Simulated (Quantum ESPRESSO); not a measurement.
# PbSe (Clausthalite) (Fm-3m) in Quantum ESPRESSO: a series of runs

The runs below take PbSe (Clausthalite) through single point, equation of state, with r2SCAN.

All numbers are computed with Quantum ESPRESSO 7.5; they aren't measurements. Logs are shortened: lines on timing, memory, paths and dates and some standing lists are left out, and cuts for length are marked.

## 1. The structure

The structure is cubic, space group Fm-3m (No. 225). The conventional cell has a = 6.121 Å, b = 6.121 Å, c = 6.121 Å, α = 90.00°, β = 90.00°, γ = 90.00°. Around Pb (site symmetry m-3m) lie 6 Se at 3.06 Å. Se (site symmetry m-3m) has 6 Pb at 3.06 Å as nearest neighbours.

## 2. Single point, r2SCAN, 26.95 Å³/atom

Contents of pw.in:

```
&CONTROL
  calculation = 'scf'
  prefix = 'pwscf'
  outdir = './tmp'
  pseudo_dir = './pseudo'
  tstress = .true.
  disk_io = 'nowf'
/
&SYSTEM
  ibrav = 0
  nat = 2
  ntyp = 2
  ecutwfc = 70
  nbnd = 16
  input_dft = 'r2scan'
  occupations = 'smearing'
  smearing = 'fd'
  degauss = 0.00367493
  nosym = .true.
  nr1 = 48
  nr2 = 48
  nr3 = 48
/
&ELECTRONS
  conv_thr = 1d-08
  electron_maxstep = 120
  mixing_beta = 0.5
/
ATOMIC_SPECIES
Pb   207.2000 Pb_ONCV_PBE-1.2.upf
Se    78.9710 Se_ONCV_PBE-1.2.upf
CELL_PARAMETERS angstrom
   0.0000000000    2.9981702236    2.9981702236
   2.9981702236    0.0000000000    2.9981702236
   2.9981702236    2.9981702236    0.0000000000
ATOMIC_POSITIONS crystal
Pb     0.0000000000    0.0000000000    0.0000000000
Se     0.5000000000    0.5000000000    0.5000000000
K_POINTS automatic
6 6 6 0 0 0
```

Potentials or basis: SG15 PBE 1.2.

Command:

```console
> OMP_NUM_THREADS=1 mpirun -n 4 pw.x -nk 4 -in pw.in > pw.out
```

pw.out:

```text
This program is part of the open-source Quantum ESPRESSO suite
     for quantum simulation of materials; please cite
         "P. Giannozzi et al., J. Phys.:Condens. Matter 21 395502 (2009);
         "P. Giannozzi et al., J. Phys.:Condens. Matter 29 465901 (2017);
         "P. Giannozzi et al., J. Chem. Phys. 152 154105 (2020);
     in publications or presentations arising from this work. More details at

     IMPORTANT: XC functional enforced from input :
     Exchange-correlation= R2SCAN
                           (   0   0   0   0   0 497 498)
     Any further DFT definition will be discarded
     Please, verify this is what you really want

     K-points division:     npool     =       4
     Subspace diagonalization in iterative solution of the eigenvalue problem:
     a serial algorithm will be used

     G-vector sticks info
     --------------------
     sticks:   dense  smooth     PW     G-vecs:    dense   smooth      PW
     Sum        1237    1237    367                28763    28763    4693

     Using Slab Decomposition

     bravais-lattice index     =            0
     lattice parameter (alat)  =       8.0125  a.u.
     unit-cell volume          =     363.7437 (a.u.)^3
     number of atoms/cell      =            2
     number of atomic types    =            2
     number of electrons       =        20.00
     number of Kohn-Sham states=           16
     kinetic-energy cutoff     =      70.0000  Ry
     charge density cutoff     =     280.0000  Ry
     scf convergence threshold =      1.0E-08
     mixing beta               =       0.5000
     number of iterations used =            8  plain     mixing
     Exchange-correlation= R2SCAN
                           (   0   0   0   0   0 497 498)

     celldm(1)=   8.012539  celldm(2)=   0.000000  celldm(3)=   0.000000
     celldm(4)=   0.000000  celldm(5)=   0.000000  celldm(6)=   0.000000

     crystal axes: (cart. coord. in units of alat)
               a(1) = (   0.000000   0.707107   0.707107 )
               a(2) = (   0.707107   0.000000   0.707107 )
               a(3) = (   0.707107   0.707107   0.000000 )

     reciprocal axes: (cart. coord. in units 2 pi/alat)
               b(1) = ( -0.707107  0.707107  0.707107 )
               b(2) = (  0.707107 -0.707107  0.707107 )
               b(3) = (  0.707107  0.707107 -0.707107 )

     PseudoPot. # 1 for Pb read from file:
     Pb_ONCV_PBE-1.2.upf
     Pseudo is Norm-conserving, Zval = 14.0
     Generated using ONCVPSP code by D. R. Hamann
     Using radial grid of  602 points,  8 beta functions with:
                l(1) =   0
                l(2) =   0
                l(3) =   1
                l(4) =   1
                l(5) =   2
                l(6) =   2
                l(7) =   3
                l(8) =   3

     PseudoPot. # 2 for Se read from file:
     Se_ONCV_PBE-1.2.upf
     Pseudo is Norm-conserving, Zval =  6.0
     Generated using ONCVPSP code by D. R. Hamann
     Using radial grid of  602 points,  6 beta functions with:
                l(1) =   0
                l(2) =   0
                l(3) =   1
                l(4) =   1
                l(5) =   2
                l(6) =   2

     atomic species   valence    mass     pseudopotential
     Pb               14.00   207.20000     Pb( 1.00)
     Se                6.00    78.97100     Se( 1.00)

     No symmetry found

   Cartesian axes

     site n.     atom                  positions (alat units)
         1        Pb     tau(   1) = (   0.0000000   0.0000000   0.0000000  )
         2        Se     tau(   2) = (   0.7071068   0.7071068   0.7071068  )

     number of k points=   112  Fermi-Dirac smearing, width (Ry)=  0.0037

     Number of k-points >= 100: set verbosity='high' to print them.

     Dense  grid:    28763 G-vectors     FFT dimensions: (  48,  48,  48)

     WARNING: libxc functional with ID  497 depends
      on external parameters: check the user_guide of
      QE if you need to modify them or to check their
      default values.

     WARNING: libxc functional with ID  498 depends
      on external parameters: check the user_guide of
      QE if you need to modify them or to check their
      default values.

     Initial potential from superposition of free atoms

     starting charge      19.8800, renormalised to      20.0000
     Starting wfcs are random

     Self-consistent Calculation

     iteration #  1     ecut=    70.00 Ry     beta= 0.50
     Davidson diagonalization with overlap
     ethr =  1.00E-02,  avg # of iterations =  8.3

     total energy              =    -131.14189720 Ry
     estimated scf accuracy    <       9.35208807 Ry

     iteration #  2     ecut=    70.00 Ry     beta= 0.50
     Davidson diagonalization with overlap
     ethr =  1.00E-02,  avg # of iterations =  1.0

     total energy              =    -131.24775263 Ry
     estimated scf accuracy    <       2.92955181 Ry

     iteration #  3     ecut=    70.00 Ry     beta= 0.50
     Davidson diagonalization with overlap
     ethr =  1.00E-02,  avg # of iterations =  1.0

     total energy              =    -131.25224319 Ry
     estimated scf accuracy    <       0.04005077 Ry

     iteration #  4     ecut=    70.00 Ry     beta= 0.50
     Davidson diagonalization with overlap
     ethr =  2.00E-04,  avg # of iterations =  3.5

     total energy              =    -131.25422315 Ry
     estimated scf accuracy    <       0.00078944 Ry

     iteration #  5     ecut=    70.00 Ry     beta= 0.50
     Davidson diagonalization with overlap
     ethr =  3.95E-06,  avg # of iterations =  5.9

     total energy              =    -131.25428357 Ry
     estimated scf accuracy    <       0.00003868 Ry

     iteration #  6     ecut=    70.00 Ry     beta= 0.50
     Davidson diagonalization with overlap
     ethr =  1.93E-07,  avg # of iterations =  1.8

     total energy              =    -131.25428810 Ry
     estimated scf accuracy    <       0.00000157 Ry

     iteration #  7     ecut=    70.00 Ry     beta= 0.50
     Davidson diagonalization with overlap
     ethr =  7.87E-09,  avg # of iterations =  2.0

     total energy              =    -131.25428853 Ry
     estimated scf accuracy    <       0.00000005 Ry

     iteration #  8     ecut=    70.00 Ry     beta= 0.50
     Davidson diagonalization with overlap
     ethr =  2.65E-10,  avg # of iterations =  2.1

     total energy              =    -131.25428856 Ry
     estimated scf accuracy    <       0.00000003 Ry

     iteration #  9     ecut=    70.00 Ry     beta= 0.50
     Davidson diagonalization with overlap
     ethr =  1.27E-10,  avg # of iterations =  1.8

     End of self-consistent calculation

     Number of k-points >= 100: set verbosity='high' to print the bands.

     the Fermi energy is     9.6681 ev

!    total energy              =    -131.25428856 Ry
     estimated scf accuracy    <          3.6E-10 Ry
     smearing contrib. (-TS)   =      -0.00001598 Ry
     internal energy E=F+TS    =    -131.25427258 Ry

     The total energy is F=E-TS. E is the sum of the following terms:
     one-electron contribution =     -28.51707829 Ry
     hartree contribution      =      24.91063014 Ry
     xc contribution           =     -17.62094398 Ry
     ewald contribution        =    -110.02688046 Ry

     convergence has been achieved in   9 iterations

     Computing stress (Cartesian axis) and pressure

          total   stress  (Ry/bohr**3)                   (kbar)     P=       44.55
   0.00030284   0.00000000   0.00000000           44.55        0.00        0.00
   0.00000000   0.00030284  -0.00000000            0.00       44.55       -0.00
   0.00000000  -0.00000000   0.00030284            0.00       -0.00       44.55

=------------------------------------------------------------------------------=
   JOB DONE.
=------------------------------------------------------------------------------=
```

Wall time 1.7 min (4 MPI ranks of Arm Neoverse V2, shared host); peak memory 0.48 GiB.

Results:

```
Free energy            : -1785.8056 eV
Pressure               : 4.5 GPa
Band gap on the k mesh : 0.45 eV, direct
```

Caveat: the potentials were made for another functional, which shifts forces and pressure; spin-orbit coupling is left out, which as a rule narrows the gap of such compounds by several tenths of an eV.

## 3. Single point, r2SCAN, 27.52 Å³/atom

Changes to pw.in since step 2:

```diff
@@ -32,5 +32,5 @@
 CELL_PARAMETERS angstrom
-   0.0000000000    2.9981702236    2.9981702236
-   2.9981702236    0.0000000000    2.9981702236
-   2.9981702236    2.9981702236    0.0000000000
+   0.0000000000    3.0192847941    3.0192847941
+   3.0192847941    0.0000000000    3.0192847941
+   3.0192847941    3.0192847941    0.0000000000
 ATOMIC_POSITIONS crystal
```

Potentials or basis: SG15 PBE 1.2.

Command:

```console
> OMP_NUM_THREADS=1 mpirun -n 4 pw.x -nk 4 -in pw.in > pw.out
```

Run time: 1.7 min. Hardware: 4 MPI ranks of Arm Neoverse V2, shared host; peak memory 0.48 GiB.

The run converged. Its results:

| Item | Value |
| --- | --- |
| Free energy | -1785.8323 eV |
| Pressure | 3.0 GPa |
| Band gap on the k mesh | 0.53 eV, direct |

Caveat: the potentials were made for another functional, which shifts forces and pressure; spin-orbit coupling is left out, which as a rule narrows the gap of such compounds by several tenths of an eV.

## 4. Single point, r2SCAN, 28.10 Å³/atom

Changes to pw.in since step 3:

```diff
@@ -32,5 +32,5 @@
 CELL_PARAMETERS angstrom
-   0.0000000000    3.0192847941    3.0192847941
-   3.0192847941    0.0000000000    3.0192847941
-   3.0192847941    3.0192847941    0.0000000000
+   0.0000000000    3.0401081059    3.0401081059
+   3.0401081059    0.0000000000    3.0401081059
+   3.0401081059    3.0401081059    0.0000000000
 ATOMIC_POSITIONS crystal
```

Command:

```console
> OMP_NUM_THREADS=1 mpirun -n 4 pw.x -nk 4 -in pw.in > pw.out
```

It took 1.7 min on 4 MPI ranks of Arm Neoverse V2, shared host; peak memory 0.48 GiB.

The run converged. Its results:

```yaml
Free_energy: -1785.8491 eV
Pressure: 1.7 GPa
Band_gap_on_the_k_mesh: 0.60 eV, direct
```

Caveat: the potentials were made for another functional, which shifts forces and pressure; spin-orbit coupling is left out, which as a rule narrows the gap of such compounds by several tenths of an eV.

## 5. Single point, r2SCAN, 28.67 Å³/atom

Changes to pw.in since step 4:

```diff
@@ -32,5 +32,5 @@
 CELL_PARAMETERS angstrom
-   0.0000000000    3.0401081059    3.0401081059
-   3.0401081059    0.0000000000    3.0401081059
-   3.0401081059    3.0401081059    0.0000000000
+   0.0000000000    3.0606500000    3.0606500000
+   3.0606500000    0.0000000000    3.0606500000
+   3.0606500000    3.0606500000    0.0000000000
 ATOMIC_POSITIONS crystal
```

Command:

```console
> OMP_NUM_THREADS=1 mpirun -n 4 pw.x -nk 4 -in pw.in > pw.out
```

Wall time 1.7 min (4 MPI ranks of Arm Neoverse V2, shared host); peak memory 0.48 GiB.

The run converged. Its results:

```
Free energy            : -1785.8571 eV
Pressure               : 0.5 GPa
Band gap on the k mesh : 0.67 eV, direct
```

Caveat: the potentials were made for another functional, which shifts forces and pressure; spin-orbit coupling is left out, which as a rule narrows the gap of such compounds by several tenths of an eV.

## 6. Single point, r2SCAN, 29.24 Å³/atom

Changes to pw.in since step 5:

```diff
@@ -32,5 +32,5 @@
 CELL_PARAMETERS angstrom
-   0.0000000000    3.0606500000    3.0606500000
-   3.0606500000    0.0000000000    3.0606500000
-   3.0606500000    3.0606500000    0.0000000000
+   0.0000000000    3.0809197960    3.0809197960
+   3.0809197960    0.0000000000    3.0809197960
+   3.0809197960    3.0809197960    0.0000000000
 ATOMIC_POSITIONS crystal
```

Potentials or basis: SG15 PBE 1.2.

Command:

```console
> OMP_NUM_THREADS=1 mpirun -n 4 pw.x -nk 4 -in pw.in > pw.out
```

Run time: 1.7 min. Hardware: 4 MPI ranks of Arm Neoverse V2, shared host; peak memory 0.48 GiB.

Results (log left out):

* Free energy: -1785.8571 eV
* Pressure: -0.5 GPa
* Band gap on the k mesh: 0.73 eV, direct

Caveat: the potentials were made for another functional, which shifts forces and pressure; spin-orbit coupling is left out, which as a rule narrows the gap of such compounds by several tenths of an eV.

## 7. Single point, r2SCAN, 29.82 Å³/atom

Changes to pw.in since step 6:

```diff
@@ -32,5 +32,5 @@
 CELL_PARAMETERS angstrom
-   0.0000000000    3.0809197960    3.0809197960
-   3.0809197960    0.0000000000    3.0809197960
-   3.0809197960    3.0809197960    0.0000000000
+   0.0000000000    3.1009263293    3.1009263293
+   3.1009263293    0.0000000000    3.1009263293
+   3.1009263293    3.1009263293    0.0000000000
 ATOMIC_POSITIONS crystal
```

Command:

```console
> OMP_NUM_THREADS=1 mpirun -n 4 pw.x -nk 4 -in pw.in > pw.out
```

Run time: 1.7 min. Hardware: 4 MPI ranks of Arm Neoverse V2, shared host; peak memory 0.48 GiB.

It converged, with:

| Property | Result |
| --- | --- |
| Free energy | -1785.8500 eV |
| Pressure | -1.5 GPa |
| Band gap on the k mesh | 0.78 eV, direct |

Caveat: the potentials were made for another functional, which shifts forces and pressure; spin-orbit coupling is left out, which as a rule narrows the gap of such compounds by several tenths of an eV.

## 8. Single point, r2SCAN, 30.39 Å³/atom

Changes to pw.in since step 7:

```diff
@@ -32,5 +32,5 @@
 CELL_PARAMETERS angstrom
-   0.0000000000    3.1009263293    3.1009263293
-   3.1009263293    0.0000000000    3.1009263293
-   3.1009263293    3.1009263293    0.0000000000
+   0.0000000000    3.1206779849    3.1206779849
+   3.1206779849    0.0000000000    3.1206779849
+   3.1206779849    3.1206779849    0.0000000000
 ATOMIC_POSITIONS crystal
```

Command:

```console
> OMP_NUM_THREADS=1 mpirun -n 4 pw.x -nk 4 -in pw.in > pw.out
```

It took 1.8 min on 4 MPI ranks of Arm Neoverse V2, shared host; peak memory 0.48 GiB.

It converged, with:

```
Free energy            : -1785.8365 eV
Pressure               : -2.3 GPa
Band gap on the k mesh : 0.83 eV, direct
```

Caveat: the potentials were made for another functional, which shifts forces and pressure; spin-orbit coupling is left out, which as a rule narrows the gap of such compounds by several tenths of an eV.

## 9. Equation of state, r2SCAN

Potentials or basis: SG15 PBE 1.2.

No new run: the results of the series are fitted here.

Results:

```
Equilibrium volume                      : 28.96 Å³/atom
Bulk modulus                            : 53 GPa
Pressure derivative of the bulk modulus : 4.6
```

Energy against volume, from the lowest point:
```
volume (Å³/atom)  energy (meV/atom)
          26.951              25.75
          27.524              12.39
          28.097               3.98
          28.671               0.00
          29.244               0.00
          29.818               3.55
          30.391              10.28
```

Caveat: the potentials were made for another functional, which shifts forces and pressure. Zero-point motion and thermal expansion aren't in these numbers.
